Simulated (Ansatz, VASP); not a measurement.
Given: the input of a run of Ansatz 0.2.0 on Ag.

The input input.yaml:

```yaml
crystal:
  lattice:
    - [0.0, 2.04275, 2.04275]
    - [2.04275, 0.0, 2.04275]
    - [2.04275, 2.04275, 0.0]
  atoms:
    - { symbol: Ag, position: [0.0, 0.0, 0.0] }
kpoints:
  mp_grid: { grid: [11, 11, 11] }
scf:
  occupations: { method: fermi_dirac, width: 0.05 }
hamiltonian:
  xc: pbesol
  dispersion: d3bj
  pseudopotentials: { kind: all_electron, lapw: { basis_error: 0.001 } }
output:
  forces: true
  stress: true
relax:
  f_tol: 0.005
  max_steps: 60
  cell: {}
```

Potentials or basis: all-electron LAPW, scalar-relativistic.

The run is started by

```sh
$ ansatz run input.yaml --threads 1 --pin off --max-ram 3072MiB --backend cpu --events-out ev --progress --plain --runs-dir out
```

Q: Set up the same calculation for VASP 6.6.1. Potentials there: VASP PAW PBE potentials, release 64 (Ag).

A: As run (the cutoff follows the program's own potentials):

INCAR

```
SYSTEM = Ag
ALGO = Normal ; EDIFF = 1E-7
EDIFFG = -0.005 ; ENCUT = 600
GGA = PS ; IBRION = 2
ISIF = 3 ; ISMEAR = -1
IVDW = 12 ; LASPH = .True.
LCHARG = .False. ; LREAL = .False.
LWAVE = .False. ; NELM = 100
NSW = 80 ; PREC = Accurate
SIGMA = 0.05
```

The input KPOINTS:

```
k-points
0
Gamma
  11 11 11
  0 0 0
```

File POSCAR:

```
Ag
1.0
    0.0000000000      2.0427500000      2.0427500000
    2.0427500000      0.0000000000      2.0427500000
    2.0427500000      2.0427500000      0.0000000000
Ag
1
Direct
    0.0000000000      0.0000000000      0.0000000000
```

Potentials or basis: VASP PAW PBE potentials, release 64 (Ag).

Command:

```bash
$ cat potpaw_PBE.64/Ag/POTCAR > POTCAR
$ mpirun -np 1 vasp_std > vasp.out
```

Both were run:

|  | VASP | Ansatz | Ansatz less VASP |
| --- | --- | --- | --- |
| relaxed volume (Å³/atom) | 15.86 | 15.89 | +0.028 |
| relaxed cell length with the largest relative difference (Å) | 2.820 | 2.822 | +0.0017 |
| energy change over the relaxation (meV/atom) | -34 | -32 | +1.6 |

Ansatz ran all-electron here, so the differences hold the error of VASP's frozen core and of both bases.

Caveats: the PAW data sets were made with another functional, which shifts forces and pressure a little (VASP); pairwise dispersion overbinds metals, which lowers pressure and volume (VASP).
